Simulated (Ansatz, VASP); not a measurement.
# One calculation of CdF2, two programs

```
Cd F
1.0
     0.00000    2.64883    2.64883
     2.94682    0.00000    2.64883
     2.94682    2.64883    0.00000
Cd F
1 2
Direct
  0.00000 0.00000 0.00000
  0.25000 0.25000 0.25000
  0.75000 0.75000 0.75000
```

Change from the starting cell: strain +0.1125 x Voigt [1, 0, 0, 0, 0, 0], atoms carried along.

Alike in both runs: task single point; functional LDA; k mesh 8 × 8 × 8; occupations gaussian, width 0.05 eV; no spin polarisation.

```csv
,VASP,Ansatz
version,VASP 6.6.1,Ansatz 0.2.0
potentials or method,"VASP PAW LDA potentials, release 64 (Cd, F)","scalar-relativistic, plane waves, PAW"
plane-wave cutoff (eV),520,420
valence electrons in the cell,26,34
```

```tsv
	VASP	Ansatz	Ansatz less VASP
gap on the k mesh at the Fermi level (eV)	2.34	2.36	+0.012
least direct gap on the mesh (eV)	2.89	2.90	+0.006
pressure (GPa)	-9.8	-10.6	-0.71
largest component of the traceless stress (GPa)	7.73	7.86	+0.130
```

The two sets of potentials don't hold the same shells in valence.

A k mesh can miss the band edges.
